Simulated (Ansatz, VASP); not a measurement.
## AlN: VASP beside Ansatz

```
CELL_PARAMETERS angstrom
1.59145 -2.75639 0.00000
1.59145 2.75639 0.00000
0.00000 0.00000 4.13776
ATOMIC_POSITIONS crystal
Al 0.00000 0.00000 0.98555
Al 0.66666 0.33334 0.48555
N 0.00000 0.00000 0.48445
N 0.66666 0.33334 0.98445
```

Alike in both runs: functional PBEsol; k mesh 9 × 9 × 7; no spin polarisation.

Ansatz relaxed the structure, and its values are those at the end. VASP's run is a single point on that final structure, the one shown.

|  | VASP | Ansatz |
| --- | --- | --- |
| version | VASP 6.6.1 | Ansatz 0.2.0 |
| potentials or method | VASP PAW PBE potentials, release 64 (Al, N) | scalar-relativistic, plane waves, PAW |
| plane-wave cutoff (eV) | 520 | 520 |
| occupations | gaussian, width 0.01 eV | fixed |
| valence electrons in the cell | 16 | 16 |

VASP gave:

| Quantity | Value |
| --- | --- |
| gap on the k mesh at the Fermi level (eV) | 3.82 |
| least direct gap on the mesh (eV) | 3.82 |
| pressure (GPa) | 20.1 |

Problem. What did Ansatz give for the same quantities?

Solution. gap on the k mesh at the Fermi level (eV): 3.80; least direct gap on the mesh (eV): 3.80; pressure (GPa): 20.0.

Ansatz warned: «near_symmetry_operations_not_taken».

Caveats: so large a pressure means that the cell lies far from this level's equilibrium, or that cutoff or potentials fall short (VASP); the potentials were made for another functional, which shifts forces and pressure (VASP); an odd mesh through Γ misses points on the zone boundary, where band edges often lie.
